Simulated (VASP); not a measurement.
KTaO3:

```xyz
5
Lattice="3.9883 0.0000 0.0000 0.0000 3.9883 0.0000 0.0000 0.0000 3.9883" Properties=species:S:1:pos:R:3 pbc="T T T"
K     1.9942    1.9942    1.9942
Ta    0.0000    0.0000    0.0000
O     1.9942    0.0000    0.0000
O     0.0000    1.9942    0.0000
O     0.0000    0.0000    1.9942
```

Base run:

| Item | Value |
| --- | --- |
| Program | VASP 6.6.1 |
| Functional | PBEsol |
| Potentials or basis | VASP PAW PBE potentials, release 64 (K_sv, Ta_pv, O) |
| Cutoff | 600 eV |
| k mesh | 6 × 6 × 6 |
| Occupations | fermi-dirac, width 0.02 eV |
| Spin | no spin polarisation |

Its results: band gap on the k mesh 2.09 eV, indirect (least direct gap 2.71 eV); pressure 0.1 GPa.

Question: The run is repeated on the same cell with these changes: functional from PBEsol to r2SCAN; cutoff from 600 eV to 520 eV; further incar settings from ALGO = Fast; EDIFF = 1e-07 to ALGO = Normal; EDIFF = 1e-07. What comes out?

Answer: Band gap on the k mesh 2.60 eV, indirect (least direct gap 3.25 eV); pressure 1.2 GPa.

Caveats: the PAW data sets were made with another functional, which shifts forces and pressure a little; spin-orbit coupling is left out, which moves the levels of the heavy elements.

A k mesh can miss the band edges.

Not every run made on this cell is shown here.
